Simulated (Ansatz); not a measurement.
# ZnSe (Stilleite) (F-43m) in Ansatz: a series of runs

Runs on ZnSe (Stilleite). Level: LDA. Tasks: phonons, elastic constants.

Program: Ansatz 0.2.0. These are calculated values, not measurements. Logs are shortened: lines on timing, memory, paths and dates and some standing lists are left out, and cuts for length are marked.

**What was measured.**

“Alloy Disordering Effects on the Thermal Conductivity and Energy Gap Temperature Dependence of Cd1−xZnxSe Ternary Crystals Grown by the Bridgman Method”, 2023, pmc:10253836 reports, for a bulk crystal of ZnSe at 300 K: band gap 2.695 ± 0.003 eV (an exciton energy, a little under the gap).

A printed reference work, textbook reports, for a bulk crystal of ZnSe: high-frequency dielectric constant 5.9.

How close the calculation comes is told below.

**1. The crystal as given**

Symmetry: F-43m, No. 216, cubic system. The conventional cell has a = 5.668 Å, b = 5.668 Å, c = 5.668 Å, α = 90.00°, β = 90.00°, γ = 90.00°. Se (site symmetry -43m) is surrounded by 4 Zn at 2.45 Å. Around Zn (site symmetry -43m) lie 4 Se at 2.45 Å.

**2. Phonons, LDA**

Input file input.yaml:

```yaml
crystal:
  lattice:
    - [0.0, 2.8338, 2.8338]
    - [2.8338, 0.0, 2.8338]
    - [2.8338, 2.8338, 0.0]
  atoms:
    - { symbol: Se, position: [0.75, 0.75, 0.75] }
    - { symbol: Zn, position: [0.0, 0.0, 0.0] }
hamiltonian:
  xc: lda
  pseudopotentials: { kind: paw }
kpoints:
  mp_grid: { grid: [6, 6, 6] }
scf:
  occupations: { method: fixed }
phonons:
  method: dfpt
  dielectric: true
  rigid_motions: translations
  qmesh: [2, 2, 2]
  temperatures: { t_max: 1000, t_step: 100 }
  qpath:
    path:
      - [[0.0, 0.0, 0.0], [0.5, 0.0, 0.5], [0.5, 0.25, 0.75], [0.375, 0.375, 0.75], [0.0, 0.0, 0.0], [0.5, 0.5, 0.5], [0.625, 0.25, 0.625], [0.5, 0.25, 0.75], [0.5, 0.5, 0.5], [0.375, 0.375, 0.75]]
      - [[0.625, 0.25, 0.625], [0.5, 0.0, 0.5]]
    npoints: 8
```

Potentials or basis: Ansatz PAW.

Run with:

```bash
> ansatz run input.yaml --threads 2 --pin off --max-ram 5632MiB --backend cpu --events-out ev --progress --plain --runs-dir out
```

Output:

```text
Warning: phonons: the dynamical matrix that this run interpolates holds no multipole term above the dipole-dipole one, and a site of this crystal is no centre of inversion, so its interpolated transverse optical and acoustic branches and sound speeds can stay off near Gamma, and the density of states and the thermodynamics with them. What a run solves at a wave vector of phonons.qpoints, Gamma apart, where the deck admits one, is free of this, and under fd what a larger phonons.supercell samples
Warning: RAYON_NUM_THREADS=2 ignored (pool sized by the plan → 2); use --threads N
Engine: ansatz 0.2.0, x86_64-unknown-linux-gnu
Pseudopotentials: kind: paw
Pseudopotential: Se, paw, valence charge 16, recommended cutoff 420 eV (normal), Se.paw.azcp
Pseudopotential: Zn, paw, valence charge 12, recommended cutoff 420 eV (normal), Zn.paw.azcp
Functional definition: SPW92
  exchange = slater_x
  correlation = pw_c
Crystal: 2 atoms, lattice volume = 45.513 Å³
Basis set: ecut = 420 eV, 893 PW (Γ), exchange–correlation on 54×54×54 points (8 copies of the dense FFT grid, shifted against one another)
Bands: 18, of which v1, the nominal top of the filled ones, is band 14 counted from 1 (13 counted from 0)
Symmetry: 24 space group operations
k-points: 46 of 216 (irreducible under 4 space group operations, time reversal used)
Non-local potential: Se, projectors of the file, l = 0: 2, l = 1: 2, l = 2: 3, l = 3: 1
Non-local potential: Zn, projectors of the file, l = 0: 2, l = 1: 2, l = 2: 3, l = 3: 1
PAW form: soft (Blöchl's): semilocal exchange-correlation on the pseudo side does not see the compensation charge
PAW frozen core: Se, regenerated for the run's functional, and the local potential with it (the file was generated under x = pbe(κ = 0.804, μ = 0.2195149727645171), c = pbe(β = 0.06672455060314922))
PAW frozen core: Zn, regenerated for the run's functional, and the local potential with it (the file was generated under x = pbe(κ = 0.804, μ = 0.2195149727645171), c = pbe(β = 0.06672455060314922))
PAW one-centre angular grid: Se, 590 points (default); XC on 64 Gauss nodes
PAW one-centre angular grid: Zn, 590 points (default); XC on 64 Gauss nodes
Initial density: superposition of atomic densities (neutral atoms: chi_scale 0, normalization atom), corrected by the library's trained network
Initial wavefunctions: pseudopotential atomic-orbital guess
Functional: x = slater, c = lda
SCF iter   1: F=—  HF=-8630.820130 eV  |F-HF|=—  |Δ(HF+E_count)|=         —  Δρ=5.22e-3  dr2=7.23e-3  ethr=1.77e-3  ⟨swp⟩=5.0  Hψ=3790  notcnv=0  defer=86
preconditioner: auto → none  [insulator: Δε(μ)=0.994 eV  Ē_g=11.849 eV  n_scr=14 (ndim 8)  ℏωp=23.4 eV  f_vac=0.121  ε∞_Penn≈4.9]
SCF iter   2: F=—  HF=-8630.817934 eV  |F-HF|=—  |Δ(HF+E_count)|=   2.20e-3  Δρ=1.99e-3  dr2=8.65e-4  ethr=2.58e-5  ⟨swp⟩=2.0  Hψ=1662  notcnv=0  defer=86
SCF iter   3: F=—  HF=-8630.817834 eV  |F-HF|=—  |Δ(HF+E_count)|=   9.99e-5  Δρ=1.36e-3  dr2=3.67e-4  ethr=3.09e-6  ⟨swp⟩=2.0  Hψ=1294  notcnv=0  defer=86
SCF iter   4: F=—  HF=-8630.817745 eV  |F-HF|=—  |Δ(HF+E_count)|=   8.87e-5  Δρ=2.61e-4  dr2=3.01e-5  ethr=1.31e-6  ⟨swp⟩=2.0  Hψ=1294  notcnv=0  defer=85
SCF iter   5: F=—  HF=-8630.817732 eV  |F-HF|=—  |Δ(HF+E_count)|=   1.36e-5  Δρ=1.92e-5  dr2=1.99e-7  ethr=1.08e-7  ⟨swp⟩=2.0  Hψ=1196  notcnv=0
SCF iter   6: F=—  HF=-8630.817731 eV  |F-HF|=—  |Δ(HF+E_count)|=   7.83e-7  Δρ=3.91e-6  dr2=4.08e-9  ethr=7.11e-10  ⟨swp⟩=2.0  Hψ=1456  notcnv=0
SCF iter   7: F=—  HF=-8630.817731 eV  |F-HF|=—  |Δ(HF+E_count)|=   2.27e-9  Δρ=1.36e-6  dr2=3.55e-10  ethr=1.46e-11  ⟨swp⟩=2.0  Hψ=1472  notcnv=0
SCF iter   8: F=-8630.817731 eV  HF=-8630.817731 eV  |F-HF|=9.09e-12  |Δ(HF+E_count)|=  8.00e-11  Δρ=1.50e-7  dr2=8.25e-12  ethr=1.00e-12  ⟨swp⟩=6.1  Hψ=4164  notcnv=0
SCF 1 converged in 8 iterations: F = -8630.817731 eV  dr2 = 8.25e-12
NSCF: frozen V_eff on 2 k-points
DFPT response loops at Γ: preconditioner auto → none (the input reference at scf.mixing.eps_inf says where Resta's filter doesn't serve); β = 0.50; Broyden in place of MSR1
── the response to a field inside a basis, on 8×8×8 k-points: an SCF that follows is theirs, and a resumed run solves both again ──
Bands: 15, of which v1, the nominal top of the filled ones, is band 14 counted from 1 (13 counted from 0)
k-points: 60
Initial density: handed on by an earlier stage of this run
Initial wavefunctions: pseudopotential atomic-orbital guess (no wavefunctions were taken with the density)
Eigensolver: Dense (60 Hₖ)
SCF iter   1: F=—  HF=-8630.823116 eV  |F-HF|=—  |Δ(HF+E_count)|=         —  Δρ=2.44e-4  dr2=3.93e-5  ethr=1.00e-1
preconditioner: auto → none  [insulator: Δε(μ)=1.106 eV  Ē_g=9.429 eV  n_scr=14 (ndim 8)  ℏωp=23.4 eV  f_vac=0.110  ε∞_Penn≈7.1]
SCF iter   2: F=—  HF=-8630.823101 eV  |F-HF|=—  |Δ(HF+E_count)|=   1.50e-5  Δρ=8.54e-5  dr2=2.12e-6  ethr=1.41e-7
SCF iter   3: F=—  HF=-8630.823100 eV  |F-HF|=—  |Δ(HF+E_count)|=   4.40e-7  Δρ=3.62e-5  dr2=4.08e-7  ethr=7.57e-9
SCF iter   4: F=-8630.823100 eV  HF=-8630.823100 eV  |F-HF|=3.26e-8  |Δ(HF+E_count)|=   1.41e-8  Δρ=8.19e-6  dr2=1.96e-8  ethr=1.46e-9
SCF 1 converged in 4 iterations: F = -8630.823100 eV  dr2 = 1.96e-8
DFPT response loops at Γ: mixed as the last ones told, above
WARN: field response: ε∞ stands inside a basis, on 8×8×8 points; the force constants stand on the 6×6×6 k-mesh, whose period is 9.63 times the interband length at k = (0.0000, 0.0000, 0.0000), direct gap 1.029 eV, under 14: take them and everything formed from them as unconverged, and compare with a denser kpoints.mp_grid
NSCF: frozen V_eff on 16 k-points
NSCF: frozen V_eff on 136 k-points
DFPT response loops at q = (0, 0, -0.5) (fractional): preconditioner auto → Resta (q_TF=auto, 2.516 Å⁻¹)  ε∞=7.6 (no band partly filled); β = 1.00, the filter's whole step (`scf.mixing.beta` (0.50) is not read by the response loops at its default; to damp them type it under 1.00, their step now; it binds the ground state too); Broyden in place of MSR1
NSCF: frozen V_eff on 92 k-points
DFPT response loops at q = (0, -0.5, -0.5) (fractional): mixed as the last ones told, above
SCF converged after 8 iterations
Free energy (F): -8630.817731 eV
Harris-Foulkes:  -8630.817731 eV  (|F-HF|=9.09e-12)
Internal energy: -8630.817731 eV  (E = F + TS)
E sigma→0 (E₀):  -8630.817731 eV
Fermi energy:    6.457690 eV
--- Per-component energies (eV) ---
  E_band       = -394.032347
  E_kinetic    = 250.815180
  E_local      = -4403.841142  (includes V_loc(G=0)·N_el)
  E_nonlocal   = 27.824469
  E_hartree    = 2034.055182
  E_xc         = -238.921423
  E_vxc        = -151.799949  (∫ρ·V_xc dr)
  E_paw        = -3583.580759  (= ΣΔE_a)
  E_vpaw       = -185.140286  (= ΣTr[D̂ρ^β])
  E_aug_tail   = -0.000897  (compensation charges beyond the density's cutoff)
  E_ewald      = -2720.942845
  E_core_change = 3.774504  (= ΣΔE_core)
  E_smearing   = -0.000000  (= −TS)
  E_closure    = 0.000000  (closes the sum)
  Σ components = -8630.817731   (vs F -8630.817731, Δ=0.00e0)
--- Band table (eV; the first three rows and the last of 46) ---
  k-point 0: bands = ["-40.5897", "-40.5897", "-40.5897", "-40.5852", "-40.5852", "-6.8622", "-0.2044", "-0.2044", "-0.2044", "0.1553", "0.1553", "6.4577", "6.4577", "6.4577", "7.4870", "12.1709", "12.1709", "12.1709"]
  k-point 1: bands = ["-40.5897", "-40.5897", "-40.5897", "-40.5852", "-40.5852", "-6.6875", "-0.1879", "-0.1782", "-0.1782", "0.1535", "0.1535", "4.4816", "6.2025", "6.2025", "8.8143", "12.1935", "12.5738", "12.5738"]
  k-point 2: bands = ["-40.5897", "-40.5896", "-40.5896", "-40.5852", "-40.5852", "-6.2956", "-0.1345", "-0.1345", "-0.0335", "0.1616", "0.1616", "2.3273", "5.7723", "5.7723", "8.9471", "12.8474", "12.8474", "13.8354"]
  k-point 45: bands = ["-40.5897", "-40.5896", "-40.5894", "-40.5852", "-40.5851", "-5.8712", "-0.0937", "-0.0408", "0.1198", "0.1499", "0.4007", "1.6520", "3.5799", "4.5576", "11.1099", "11.8716", "13.4526", "15.2992"]
--- Phonons (Γ-DFPT): 2 representative perturbations + reference, on 46 of 216 k-points (Σ response iterations 6) ---
  k mesh reduced under 4 symmetry operations, with k and −k counted as one. Each operation leaves every solved perturbation unchanged. A smaller set is not considered because the run solves the response to a homogeneous field
  ASR residual: 8.465e-5 → 0.000e0 eV/Å²; symmetrization residual: 7.456e-6 eV/Å²
  ASR residual per site (eV/Å²): 8.46e-5 3.57e-5
  Γ frequencies (cm⁻¹): 0.00 0.00 0.00 198.52 198.52 198.52
  ε∞ (high-frequency dielectric tensor):
        7.712304    -0.000000     0.000000
       -0.000000     7.712304     0.000000
        0.000000     0.000000     7.712304
  ε⁰ (static dielectric tensor: ions relaxed, cell fixed):
       10.959539     0.000000    -0.000000
        0.000000    10.959539    -0.000000
       -0.000000    -0.000000    10.959539
  ε⁰ − ε∞ (ionic part):
        3.247235     0.000000    -0.000000
        0.000000     3.247235    -0.000000
       -0.000000    -0.000000     3.247235
  softest optical mode at Γ: 198.52 cm⁻¹; the repairs (sum rule, projections) moved no ω² at Γ by more than (0.69 cm⁻¹)²
  Born effective charges Z* (e; rows j = field, columns β = displacement):
    site 0:
        -2.05764   -0.00000    0.00000
        -0.00000   -2.05764   -0.00000
         0.00000   -0.00000   -2.05764
    site 1:
         2.05764    0.00000   -0.00000
         0.00000    2.05764    0.00000
        -0.00000    0.00000    2.05764
  Z* charge neutrality: 2.407e-4 e pre-enforcement
  solved inside a basis spanned on kpoints, on 8×8×8 k-points transformed towards the longest dipole: ε∞ is read to err by 2.1e-2, Z* by 1.7e-2 e (field_mesh: kpoints solves on kpoints); Z* is corrected for what the basis lacks
  optical modes at Γ without the LO–TO term, one row a degenerate level:
      ω (cm⁻¹)  modes    IR ((D/Å)²/amu)
        198.52      3             8.1928
  optical modes at Γ + LO–TO along q̂ = [1.0000, 0.0000, 0.0000]:
      ω (cm⁻¹)  modes    IR ((D/Å)²/amu)
        198.52      2             5.4619
        236.65      1             2.7309
  optical modes at Γ + LO–TO along q̂ = [0.0000, 1.0000, 0.0000]:
      ω (cm⁻¹)  modes    IR ((D/Å)²/amu)
        198.52      2             5.4619
        236.65      1             2.7309
  optical modes at Γ + LO–TO along q̂ = [0.0000, 0.0000, 1.0000]:
      ω (cm⁻¹)  modes    IR ((D/Å)²/amu)
        198.52      2             5.4619
        236.65      1             2.7309
--- Phonons (arbitrary-q DFPT): 3 irreducible q on the 2×2×2 mesh ---
  q = [0.0000, 0.0000, 0.0000] (star 1, of the zone-centre solve; hermiticity 2.88e-6, symmetrization 3.51e-13): -0.00 -0.00 -0.00 198.52 198.52 198.52
  q = [0.0000, 0.0000, -0.5000] (star 4, 2 solved perturbations on 68 of 216 k-point pairs; hermiticity 9.03e-7, symmetrization 9.15e-13): 57.68 57.68 169.43 198.04 198.04 200.50
  q = [0.0000, -0.5000, -0.5000] (star 3, 4 solved perturbations in 152 linear systems a pass and spin channel, the states on 46 of 216 k-point pairs; hermiticity 1.10e-6, symmetrization 6.29e-13): 74.46 74.46 185.48 193.05 199.18 199.18
  sum rule: each row above includes the acoustic sum rule's correction from the zone centre's row sums; it moved no ω² by more than (0.54 cm⁻¹)²
  mesh force constants: q→R imaginary residual 3.81e-17; ASR residual 8.465e-5 → 0.000e0 eV/Å²; symmetrization residual 1.776e-15 eV/Å²
  interpolated dispersion: 83 rows × 6 modes
  density of states and harmonic sums: on the 20×20×20 q-mesh, interpolated from the force constants of a 2×2×2 supercell (with the dipole–dipole term)
  largest difference from the sums on the solved wave vectors: F 6.99e-2 eV, S 1.02e-4 and C_V 3.23e-5 eV/K
  zero-point energy: 0.055294 eV/cell   skipped modes (ω ≤ 0): 3   left out of the sums: 6.25e-5 of the cell's modes: C_V's classical limit lies that fraction below 3 k_B per atom; for a crystal, a wire or a layer, F and S can be off by more, and a phonons.interpolated_qmesh denser along its periods is the remedy for the sampling
```

Run time: 47 s. Hardware: 2 threads of Intel Xeon at 2.70GHz, shared host; peak memory 0.6 GiB.

Results:

- Free energy: -8630.8177 eV
- Band gap on the k mesh: 1.03 eV, direct
- Electronic dielectric tensor (diagonal): 7.71
- Born charges (mean of the diagonal): Se -2.06; Zn +2.06 e
- Highest phonon frequency, LO-TO splitting left out: 200 cm⁻¹
- Static dielectric tensor (diagonal): 10.96

Phonon frequencies in cm⁻¹ (negative: imaginary):
```csv
q point,frequencies
"(0.000, 0.000, 0.000)",0 0 0 199 199 199
"(0.000, 0.000, -0.500)",58 58 169 198 198 200
"(0.000, -0.500, -0.500)",74 74 185 193 199 199
```

Electronic dielectric tensor:
```
7.71 0.00 0.00
0.00 7.71 0.00
0.00 0.00 7.71
```

Born effective charge tensors (e):
atom 1, Se
```
-2.06  0.00  0.00
 0.00 -2.06  0.00
 0.00  0.00 -2.06
```
atom 2, Zn
```
2.06 0.00 0.00
0.00 2.06 0.00
0.00 0.00 2.06
```

Static dielectric tensor, electrons and zone-centre modes:
```
10.96  0.00  0.00
 0.00 10.96  0.00
 0.00  0.00 10.96
```

Caveat: the q mesh is small, so phonon branches between its points and thermal values are rough; the PAW data sets come from PBE, with cores solved anew for the run's functional, which leaves a small shift of forces and pressure.

**3. Elastic constants, LDA**

Input file input.yaml:

```yaml
crystal:
  lattice:
    - [0.0, 2.8338, 2.8338]
    - [2.8338, 0.0, 2.8338]
    - [2.8338, 2.8338, 0.0]
  atoms:
    - { symbol: Se, position: [0.75, 0.75, 0.75] }
    - { symbol: Zn, position: [0.0, 0.0, 0.0] }
hamiltonian:
  xc: lda
  pseudopotentials: { kind: paw }
kpoints:
  mp_grid: { grid: [6, 6, 6] }
scf:
  occupations: { method: fixed }
output:
  forces: true
  stress: true
elastic:
  mode: relaxed_ion
  stencil: two_point
```

Potentials or basis: Ansatz PAW.

Run with:

```bash
> ansatz run input.yaml --threads 2 --pin off --max-ram 5632MiB --backend cpu --events-out ev --progress --plain --runs-dir out
```

Run time: 18 s. Hardware: 2 threads of Intel Xeon at 2.70GHz, shared host; peak memory 0.4 GiB.

The run converged. Its results:

| Quantity | Value |
| --- | --- |
| Free energy | -8630.8177 eV |
| Pressure | -3.4 GPa |
| Band gap on the k mesh | 1.03 eV, direct |
| Elastic constants C11, C12, C44 | 82, 42, 41 GPa |
| Voigt bulk modulus | 56 GPa |

Levels at points of the mesh, in eV from the valence-band top:
```csv
k point,band 11,band 12,band 13,band 14,band 15,band 16,band 17,band 18
"(0.00, 0.00, 0.00)",-6.30,0.00,0.00,0.00,1.03,5.71,5.71,5.71
"(0.00, 0.00, -0.50)",-6.14,-5.29,-0.87,-0.87,2.35,6.30,6.30,8.34
"(0.00, -0.50, -0.50)",-6.12,-4.83,-2.20,-2.20,2.81,3.32,10.49,11.08
```

Elastic tensor in Voigt notation (GPa, in the Cartesian axes of the cell as first typed):
```
82 42 42  0  0  0
42 82 42  0  0  0
42 42 82  0  0  0
 0  0  0 41  0  0
 0  0  0  0 41  0
 0  0  0  0  0 41
```

Caveat: the cell is more than 3 GPa from zero pressure, which shifts response properties; the PAW data sets come from PBE, with cores solved anew for the run's functional, which leaves a small shift of forces and pressure.

**4. How close it comes**

Step 2. Against the measured gap of ZnSe, 2.695 eV (an exciton energy, a little under the gap; 300 K; “Alloy Disordering Effects on the Thermal Conductivity and Energy Gap Temperature Dependence of Cd1−xZnxSe Ternary Crystals Grown by the Bridgman Method”, 2023, pmc:10253836), the calculated 1.03 eV is off by -1.67 eV. So large a miss can be the level of theory's own, or it may mean another phase, state or a wrong row. Spin-orbit coupling on Se is left out. The value is that of LDA, without temperature or zero-point motion. Semilocal functionals fall short of measured gaps as a rule. Measured high-frequency dielectric constant of ZnSe: 5.9 (a printed reference work, textbook). This calculation gives 7.71 (+30.7 %). So large a miss can be the level of theory's own, or it may mean another phase, state or a wrong row.

Step 3. A measured gap of ZnSe is 2.695 eV (an exciton energy, a little under the gap; 300 K; “Alloy Disordering Effects on the Thermal Conductivity and Energy Gap Temperature Dependence of Cd1−xZnxSe Ternary Crystals Grown by the Bridgman Method”, 2023, pmc:10253836); the calculated 1.03 eV misses it by -1.67 eV. So large a miss can be the level of theory's own, or it may mean another phase, state or a wrong row. Spin-orbit coupling on Se is left out. The value is that of LDA, without temperature or zero-point motion. Semilocal functionals fall short of measured gaps as a rule.
